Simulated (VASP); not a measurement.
Here is a VASP 6.6.1 calculation.

INCAR

```
ALGO = Fast
EDIFF = 1E-6
EDIFFG = -0.005
ENCUT = 600
GGA = PS
IBRION = 2
ISIF = 3
ISMEAR = -1
IVDW = 12
LASPH = T
LCHARG = F
LREAL = F
LWAVE = F
NELM = 100
NSW = 60
PREC = Accurate
SIGMA = 0.05
```

File KPOINTS:

```
k-points
0
Gamma
  10 10 10
```

File POSCAR:

```
Zr
1.0
   -1.8100000000      1.8100000000      1.8100000000
    1.8100000000     -1.8100000000      1.8100000000
    1.8100000000      1.8100000000     -1.8100000000
Zr
1
Direct
    0.0000000000      0.0000000000      0.0000000000
```

Potentials or basis: VASP PAW PBE potentials, release 64 (Zr_sv).

The run is started by

```console
$ cat potpaw_PBE.64/Zr_sv/POTCAR > POTCAR
$ mpirun -np 1 vasp_std > vasp.out
```

Question: Estimate the band gap on the k mesh.

Answer: None (metal or under the smearing width).

Question: What does it give for the relaxed cell?

Answer: a = 2.996 Å, b = 2.996 Å, c = 2.996 Å, α = 109.47°, β = 109.47°, γ = 109.47°.

Question: Estimate the space group after relaxing (to 0.05 Å).

Answer: Im-3m (No. 229).

Step by step:
```tsv
step	energy change (eV)	largest force (eV/Å)	pressure (GPa)	volume (Å³)
1	0.0000	0.0000	-10.81	23.72
2	-0.0401	0.0000	12.53	18.64
3	-0.1139	0.0000	-0.08	20.71
4	-0.1139	0.0000	0.19	20.65
5	-0.1139	0.0000	-0.13	20.72
6	-0.1139	0.0000	0.00	20.70
```

Caveat: the PAW data sets were made with another functional, which shifts forces and pressure a little; pairwise dispersion overbinds metals, which lowers pressure and volume.
